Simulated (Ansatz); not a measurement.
Wurtzite BeO, treated with LDA (plane waves, PAW; Ansatz, a first-principles code).

Settings: plane-wave cutoff 520 eV, 18×18×8 k mesh (along the axes of the cell as run), Fermi–Dirac smearing 0.01 eV, scalar-relativistic PAW data made under PBE.

Equation-of-state points:

```
V (Å³/atom)  E − E_lowest (meV/atom)
-----------  -----------------------
6.389                           8.22
6.522                           1.99
6.655                           0.00
6.788                           1.86
6.921                           7.24
```

Task: Estimate the bulk modulus and its pressure derivative from these points.

Result: V0 = 6.655 Å³/atom, B0 = 232 GPa, B′ = 3.7 (fit to the energies at full precision).

Shape and atoms are relaxed at each volume.

Measured, for comparison: bulk modulus 212 GPa (room temperature, not corrected to a static lattice, K' fixed at 4, our sources range from 212 to 224; as tabulated in High-pressure and high-temperature crystal chemistry of beryllium oxide (Scilit …). Computed (rounded) less measured: bulk modulus +9 % (+4 % to +9 % over the range). A static lattice is as a rule a little smaller and stiffer than an uncorrected measurement, which can account for part of this.

Note: the bulk modulus comes from volumes at which shape and atoms were relaxed.

Static lattice: no zero-point or thermal effects.
